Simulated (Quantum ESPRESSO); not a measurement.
## How far to go with the plane-wave cutoff: AlSb (R3m, 2 atoms in the cell)

```
CELL_PARAMETERS angstrom
      0.00000     3.06079     3.06079
      3.06079     0.00000     3.06079
      3.06079     3.06079     0.00000
ATOMIC_POSITIONS crystal
  Al 0.00472 0.00472 0.00472
  Sb 0.25000 0.25000 0.25000
```

Method of the run: PBE, GBRV 1.5 ultrasoft (PBE) pseudopotentials (plane waves; Quantum ESPRESSO).

Base settings: ecutwfc = 40 Ry; ecutrho = 200 Ry; occupations = smearing; smearing = fd; degauss = 0.000734986 Ry; potentials = {Al: al_pbe_v1.uspp.F.UPF, Sb: sb_pbe_v1.4.uspp.F.UPF}; K_POINTS = automatic 3 3 3 0 0 0; conv_thr = 1e-11 Ry; mixing_beta = 0.7.

Moved along: ecutrho.

The second cell is the first with its lattice scaled by 0.98.

The mesh stays at the base's, so the ladder's end is converged at best in this setting alone.

Only quantities that move along the ladder and can be compared are tabulated; the gap is left out on so coarse a mesh.

The count of work is k-points × plane waves × bands × iterations; it is no time. 

The starting cell has typed, rounded lattice constants, without a prior relaxation at this level. Its lattice was rescaled by up to half a per cent. One atom was moved a little off its site on purpose. In the base run, with a pressure of about 4 GPa the cell is away from its equilibrium volume at this level.

| ecutwfc | free energy less the last step's (meV/atom) | energy of the compressed cell less the first (meV/atom) | pressure (GPa) | largest difference of a force vector from the last step's (eV/Å) | count of work / last |
|---|---|---|---|---|---|
| 14 Ry | 63813.26 | 2178.74 | -1026.35 | 0.054 | 0.069 |
| 16 Ry | 34630.86 | -1334.39 | -653.16 | 0.040 | 0.078 |
| 18 Ry | 18059.29 | 709.74 | -388.12 | 0.003 | 0.086 |
| 20 Ry | 9950.96 | -217.43 | -238.12 | 0.001 | 0.095 |
| 22 Ry | 5029.48 | -50.86 | -135.96 | 0.003 | 0.11 |
| 24 Ry | 2415.20 | 66.48 | -73.76 | 0.000 | 0.13 |
| 28 Ry | 517.06 | 63.23 | -18.86 | 0.000 | 0.18 |
| 32 Ry | 86.38 | 58.36 | -1.29 | 0.000 | 0.20 |
| 36 Ry | 16.33 | 61.63 | 3.22 | 0.000 | 0.23 |
| 40 Ry | 12.56 | 61.36 | 3.72 | 0.000 | 0.27 |
| 44 Ry | 11.01 | 61.33 | 3.61 | 0.000 | 0.31 |
| 48 Ry | 7.81 | 61.34 | 3.61 | 0.000 | 0.35 |
| 54 Ry | 5.93 | 61.39 | 3.73 | 0.000 | 0.43 |
| 60 Ry | 6.11 | 61.33 | 3.72 | 0.000 | 0.50 |
| 70 Ry | 4.56 | 61.37 | 3.70 | 0.000 | 0.62 |
| 80 Ry | 4.22 | 61.32 | 3.71 | 0.000 | 0.76 |
| 96 Ry | 0.00 | 61.28 | 3.57 | 0.000 | 1.0 |

Coarsest ecutwfc that holds the free energy within 5 meV/atom: not settled: the last two steps still differ by 4.2 meV/atom, over half the tolerance, so the ladder does not show it.

Coarsest ecutwfc that holds the pressure within 1 GPa of the last step, with all finer ones: 36 Ry, at 0.23 of the last step's count of work; the step before is off by 4.9 GPa.

Coarsest ecutwfc that holds the forces within 0.01 eV/Å of the last step, with all finer ones: 18 Ry, at 0.086 of the last step's count of work; the step before is off by 0.040 eV/Å.

Two neighbours can agree and both be off: 54 Ry and 60 Ry differ by 0.18 meV/atom in the free energy, yet lie about 6.1 meV/atom from the last step.

At the lowest cutoff the pressure lies 1030 GPa under the last step's, the usual sign of Pulay stress in an incomplete plane-wave basis.
